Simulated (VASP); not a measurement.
## A VASP 6.6.1 single-point calculation on LiCl

INCAR

```
ENCUT = 520
LREAL = .FALSE.
NELM = 62
EDIF = 1E-7
PREC = Accurate
NSW = 0
ISIF = 2
LCHARG = .FALSE.
LWAVE = .FALSE.
LASPH = .TRUE.
SIGMA = 0.02
ISMEAR = -1
GGA = PE
IBRION = -1
NBANDS = 18
```

KPOINTS

```
KPOINTS created by Atomic Simulation Environment
0
Gamma
12 12 4
0 0 0
```

POSCAR

```
Li Cl
 1.0000000000000000
     3.7715172854681720    0.0000000000288676    0.0000000000000000
    -1.8857586427590860    3.2662297800131301    0.0000000000000000
     0.0000000000000000    0.0000000000000000    6.4055669090000000
 Li  Cl
   2   2
Cartesian
 -0.0000000000166669  2.1774865200183759  0.0213083223634784
  1.8857586427257524  1.0887432600236218  3.2240917768634780
 -0.0000000000166669  2.1774865200183759  2.3807792685115210
  1.8857586427257524  1.0887432600236218  5.5835627230115206
```

The recommended PBE PAW datasets give the neutral cell 20 valence electrons.

Command

```
mpirun -np 1 vasp_std
```

OSZICAR

```
N       E                     dE             d eps       ncg     rms          rms(c)
DAV:   1     0.130485542890E+03    0.13049E+03   -0.88554E+03  2052   0.107E+03
DAV:   2    -0.280296282835E+00   -0.13077E+03   -0.12556E+03  2544   0.235E+02
DAV:   3    -0.146068569782E+02   -0.14327E+02   -0.14262E+02  3598   0.666E+01
DAV:   4    -0.150315485198E+02   -0.42469E+00   -0.42301E+00  2996   0.130E+01
DAV:   5    -0.150570786526E+02   -0.25530E-01   -0.25525E-01  3202   0.259E+00    0.329E+00
DAV:   6    -0.148057151597E+02    0.25136E+00   -0.43696E-01  2480   0.308E+00    0.248E+00
DAV:   7    -0.148091187542E+02   -0.34036E-02   -0.15176E-01  2712   0.180E+00    0.150E+00
DAV:   8    -0.148314329997E+02   -0.22314E-01   -0.28539E-02  2330   0.107E+00    0.287E-01
DAV:   9    -0.148314851411E+02   -0.52141E-04   -0.11563E-03  3006   0.212E-01    0.897E-02
DAV:  10    -0.148326732805E+02   -0.11881E-02   -0.13981E-03  2214   0.218E-01    0.237E-02
DAV:  11    -0.148326844257E+02   -0.11145E-04   -0.20956E-05  2360   0.341E-02
   1 F= -.14832684E+02 E0= -.14832684E+02  d E =-.493731E-12
```

From OUTCAR

```
k-points           NKPTS =     57   k-points in BZ     NKDIM =     57   number of bands    NBANDS=     18

   NELECT =      20.0000    total number of electrons

   dimension x,y,z NGX =    28 NGY =   28 NGZ =   48
   dimension x,y,z NGXF=    56 NGYF=   56 NGZF=   96

  energy-cutoff  :      520.00
  volume of cell :       78.91
      direct lattice vectors                 reciprocal lattice vectors
     3.771517285  0.000000000  0.000000000     0.265145278  0.153081698  0.000000000
    -1.885758643  3.266229780  0.000000000    -0.000000000  0.306163396  0.000000000
     0.000000000  0.000000000  6.405566909     0.000000000  0.000000000  0.156114207

 k-points in reciprocal lattice and weights: KPOINTS created by Atomic Simulation Env
   0.00000000  0.00000000  0.00000000       0.002
   0.08333333 -0.00000000  0.00000000       0.010
   0.16666667 -0.00000000  0.00000000       0.010
   0.25000000  0.00000000  0.00000000       0.010
   0.33333333 -0.00000000  0.00000000       0.010
   0.41666667 -0.00000000  0.00000000       0.010
   0.50000000  0.00000000  0.00000000       0.005
   0.08333333  0.08333333  0.00000000       0.010
   ...

 E-fermi :  -0.3985

 k-point     1 :       0.0000    0.0000    0.0000
  band No.  band energies     occupation
      1     -43.7045      2.00000
      2     -43.7030      2.00000
      3     -13.7537      2.00000
      4     -13.4713      2.00000
      5      -3.0913      2.00000
      6      -1.1547      2.00000
      7      -1.1547      2.00000
      8      -1.0510      2.00000
      9      -0.8712      2.00000
     10      -0.8712      2.00000
     11       5.2441      0.00000
     12       7.5130      0.00000
     13       9.1325      0.00000
     14       9.3924      0.00000
     15       9.3924      0.00000
     16      10.1131      0.00000
     17      10.2972      0.00000
     18      10.2972      0.00000

 k-point     2 :       0.0833   -0.0000    0.0000
  band No.  band energies     occupation
      1     -43.7044      2.00000
      2     -43.7029      2.00000
      3     -13.7345      2.00000
      4     -13.4598      2.00000
      5      -3.0524      2.00000
      6      -1.2861      2.00000
      7      -1.2025      2.00000
      8      -1.0675      2.00000
      9      -1.0177      2.00000
     10      -0.8928      2.00000
     11       5.4144      0.00000
     12       7.6995      0.00000
     13       9.1843      0.00000
     14       9.4132      0.00000
     15       9.5087      0.00000
     16       9.7329      0.00000
     17      10.4498      0.00000
     18      10.4546      0.00000

 k-point     3 :       0.1667   -0.0000    0.0000
  band No.  band energies     occupation
      1     -43.7041      2.00000
      2     -43.7027      2.00000
      3     -13.6805      2.00000
      4     -13.4287      2.00000
      5      -2.9410      2.00000
      6      -1.6340      2.00000
      7      -1.3728      2.00000
      8      -1.3238      2.00000
      9      -1.1171      2.00000
     10      -0.9558      2.00000
     11       5.8387      0.00000
     12       8.0938      0.00000
     13       8.9887      0.00000
     14       9.3423      0.00000
     15       9.6814      0.00000
     16       9.7520      0.00000
     17      10.4589      0.00000
     18      10.8685      0.00000

 ...

  Total        1.0350009      1.0350009      0.3133557     -0.0000000      0.0000000      0.0000000
  in kB       21.0150731     21.0150731      6.3625005     -0.0000000      0.0000000      0.0000000
  external PRESSURE =      16.1308823 kB  Pullay stress =       0.0000000 kB

 POSITION                                       TOTAL-FORCE (eV/Angst)
 -----------------------------------------------------------------------------------
     -0.00000      2.17749      0.02131        -0.000000      0.000000      0.001313
      1.88576      1.08874      3.22409         0.000000     -0.000000      0.001313
     -0.00000      2.17749      2.38078        -0.000000      0.000000     -0.001313
      1.88576      1.08874      5.58356         0.000000      0.000000     -0.001313
 -----------------------------------------------------------------------------------
    total drift:                               -0.000000     -0.000000     -0.000437

  FREE ENERGIE OF THE ION-ELECTRON SYSTEM (eV)
  ---------------------------------------------------
  free  energy   TOTEN  =       -14.8326844257 eV

  energy  without entropy=      -14.8326844257  energy(sigma->0) =      -14.83268443
```

It converged. Results: gap between bands v and c on the k mesh 6.12 eV; least direct gap on the k mesh 6.12 eV; pressure 1.6 GPa. Band v is the last that the valence electrons fill when counted band by band, and c is the next.

One setting is odd (misspelt tag), but here it hardly changes the result.

On sound settings PBE gives a gap of 6.12 eV on its mesh and a pressure of 1.6 GPa for the intended cell. This run's energy (σ→0) differs from it by 0 meV an atom.

The run took about 52 s on one core of a shared host (Intel Xeon Platinum 8488C) and held 0.2 GiB at most.
